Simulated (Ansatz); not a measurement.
Start of a relaxation of Be:

```xyz
12
Lattice="5.2525 0.0000 0.0000 0.0000 5.2525 0.0000 0.0000 0.0000 5.2632" Properties=species:S:1:pos:R:3 pbc="T T T"
Be    3.2975    3.2975    3.2895
Be    1.9549    1.9549    0.6579
Be    1.9549    3.2975    1.9737
Be    3.2975    1.9549    4.6053
Be    0.8377    3.0553    4.7914
Be    4.4148    2.1972    2.1598
Be    2.1972    0.8377    3.4756
Be    3.0553    4.4148    0.8440
Be    4.4148    3.0553    0.4718
Be    0.8377    2.1972    3.1035
Be    3.0553    0.8377    1.7877
Be    2.1972    4.4148    4.4193
```

All numbers below come from DFT PBE, scalar-relativistic, plane waves, PAW (Ansatz). Cutoff 420 eV, Gaussian smearing, Γ-centred meshes. Cell and atoms relax first on a coarse mesh and then on a finer one. In between, the cell is made exact in the group found at 0.06 Å. In metals the finer mesh still leaves noise of several meV/atom or more. The steps can't lower the symmetry of their start. No spin polarisation.

A guess keeps its type if space group and coordination stay and the shape of the cell changes little (axis ratios within about 15 %, angles within 6°); the volume may change.

Question: Does this structure survive the relaxation?

Answer: It doesn't keep its type. The symmetry stays P4_322 (No. 95). The volume per atom shrinks by 17.8 %, from 12.1 to 9.9 Å³. The shortest distance goes from 1.88 Å (Be–Be) to 2.03 Å (Be–Be). The ratio c/a of the conventional cell changes by a factor of 0.80. Counting neighbours within 15 % of an atom's shortest distance, the start has Be 4 and the end Be 6/7. In detail, at the end Be on a site of symmetry 2 is surrounded by 4 Be at 2.03–2.04 Å and 2 Be at 2.31 Å; around Be on a site of symmetry 1 lie 9 Be at 2.03–2.50 Å.

```cif
data_structure
_symmetry_space_group_name_H-M 'P4_322'
_symmetry_Int_Tables_number 95
_cell_length_a 5.3088
_cell_length_b 5.3088
_cell_length_c 4.2335
_cell_angle_alpha 90.000
_cell_angle_beta 90.000
_cell_angle_gamma 90.000
_cell_volume 119.32
loop_
_atom_site_label
_atom_site_type_symbol
_atom_site_symmetry_multiplicity
_atom_site_Wyckoff_symbol
_atom_site_fract_x
_atom_site_fract_y
_atom_site_fract_z
_atom_site_occupancy
Be1 Be 4 c 0.83550 0.83550 0.62500 1
Be2 Be 8 d 0.23534 0.52675 0.00208 1
```

The last run used an 8×8×10 mesh (in the run's order of axes) for its 12-atom cell and Gaussian smearing of 0.10 eV. A structure relaxed within its symmetry needn't be a true minimum.

In counts of neighbours, a slash parts the counts of unlike sites.
